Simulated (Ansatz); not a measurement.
Input for Ansatz (plane-wave DFT, PAW):

```yaml
crystal:
  lattice:
    - [0.0, 2.27382675, 2.27382675]
    - [2.27382675, 0.0, 2.27382675]
    - [2.27382675, 2.27382675, 0.0]
  atoms:
    - { symbol: Hf, position: [0.5, 0.5, 0.5] }
    - { symbol: C, position: [0.0, 0.0, 0.0] }
basis:
  ecutwfc: 420
kpoints:
  mp_grid: { grid: [16, 16, 16] }
hamiltonian:
  xc: pbe
scf:
  occupations: { method: gaussian, width: 0.1 }
output:
  forces: true
  stress: true
  eigenvalues: true
  populations: true
```

Command:
```bash
ansatz run input.yaml --threads 1 --pin off --max-ram 1331MiB --backend cpu --events-out ev --progress --plain --runs-dir out
```

Method: DFT PBE, scalar-relativistic, plane waves, PAW in Ansatz.

Abridged output (iterations and final results):

```
SCF iter   1: F=—  HF=-15974.054221 eV  |F-HF|=—  |Δ(HF+E_count)|=         —  Δρ=1.19e-3  dr2=2.92e-4  ethr=1.77e-3  ⟨swp⟩=4.8  Hψ=11347  notcnv=0
SCF iter   2: F=—  HF=-15974.053995 eV  |F-HF|=—  |Δ(HF+E_count)|=   2.26e-4  Δρ=5.66e-4  dr2=4.09e-5  ethr=9.74e-7  ⟨swp⟩=2.2  Hψ=6002  notcnv=0
SCF iter   3: F=—  HF=-15974.054004 eV  |F-HF|=—  |Δ(HF+E_count)|=   9.14e-6  Δρ=2.36e-4  dr2=5.49e-6  ethr=1.36e-7  ⟨swp⟩=2.0  Hψ=4559  notcnv=0
SCF iter   4: F=—  HF=-15974.054002 eV  |F-HF|=—  |Δ(HF+E_count)|=   2.40e-6  Δρ=1.35e-4  dr2=1.87e-6  ethr=1.83e-8  ⟨swp⟩=2.1  Hψ=4631  notcnv=0
SCF iter   5: F=—  HF=-15974.054002 eV  |F-HF|=—  |Δ(HF+E_count)|=   7.25e-7  Δρ=2.63e-5  dr2=1.14e-7  ethr=6.24e-9  ⟨swp⟩=1.1  Hψ=2886  notcnv=0
SCF iter   6: F=-15974.054002 eV  HF=-15974.054002 eV  |F-HF|=3.73e-9  |Δ(HF+E_count)|=   9.17e-9  Δρ=5.76e-6  dr2=6.41e-9  ethr=3.33e-10  ⟨swp⟩=5.3  Hψ=11529  notcnv=0
SCF 1 converged in 6 iterations: F = -15974.054002 eV  dr2 = 6.41e-9
SCF converged after 6 iterations
Free energy (F): -15974.054002 eV
Harris-Foulkes:  -15974.054002 eV  (|F-HF|=3.73e-9)
Internal energy: -15974.051787 eV  (E = F + TS)
E sigma→0 (E₀):  -15974.052895 eV
Entropy (-TS):   -0.002215 eV (-1.108 meV/atom)
Fermi energy:    21.621441 eV
--- Per-component energies (eV) ---
  E_band       = 161.488589
  E_kinetic    = 516.855387
  E_local      = -4804.939045  (includes V_loc(G=0)·N_el)
  E_nonlocal   = -1216.093297
  E_hartree    = 2290.740515
  E_xc         = -350.729688
  E_vxc        = -329.340446  (∫ρ·V_xc dr)
  E_paw        = -7027.989662  (= ΣΔE_a)
  E_vpaw       = 1413.530089  (= ΣTr[D̂ρ^β])
  E_aug_tail   = 0.000005  (compensation charges beyond the density's cutoff)
  E_ewald      = -5381.896002
  E_smearing   = -0.002215  (= −TS)
--- Forces (eV/Å), atoms counted from 1 ---
  atom   1  Hf     0.00000000     0.00000000     0.00000000
  atom   2  C      0.00000000     0.00000000     0.00000000
--- Stress (GPa, compression-positive) ---
       18.069814       0.000000       0.000000
        0.000000      18.069814       0.000000
        0.000000       0.000000      18.069814
  P = ⅓ Tr σ = 18.0698 GPa (180.698 kbar)
--- Band table (eV; the first three rows and the last of 145) ---
  k-point 0: bands = ["-39.2334", "-7.6699", "-7.6699", "-7.6699", "8.9589", "10.8199", "10.8199", "10.8199", "10.8200", "10.9276", "10.9276", "10.9276", "22.7243", "22.7243", "22.7243", "22.9954", "22.9954", "22.9954", "25.1854"]
  k-point 1: bands = ["-39.2313", "-7.7057", "-7.6732", "-7.6732", "9.0661", "10.8207", "10.8223", "10.8228", "10.8228", "10.9248", "10.9248", "10.9277", "21.8974", "22.1484", "22.1484", "23.2470", "23.2470", "23.5784", "25.7275"]
  k-point 2: bands = ["-39.2253", "-7.8063", "-7.6824", "-7.6824", "9.3756", "10.8247", "10.8301", "10.8312", "10.8312", "10.9172", "10.9172", "10.9280", "20.7994", "21.2820", "21.2820", "23.6084", "23.6084", "24.0473", "26.8773"]
  k-point 144: bands = ["-39.1586", "-8.1994", "-8.1994", "-7.9826", "10.7530", "10.8533", "10.8628", "10.8628", "10.8931", "10.8931", "10.8937", "11.8810", "18.4766", "18.8430", "18.8430", "25.4832", "25.4832", "28.8831", "29.3146"]
--- Löwdin populations: 2 sites ---
  site symbol q [e]
     0     Hf     25.2870
     1      C      4.6780
  spilling = 0.001167 (of n_electrons = 30.000000)
```

The run converged.

Spin–orbit coupling is left out, which can shift energies with elements as heavy as these.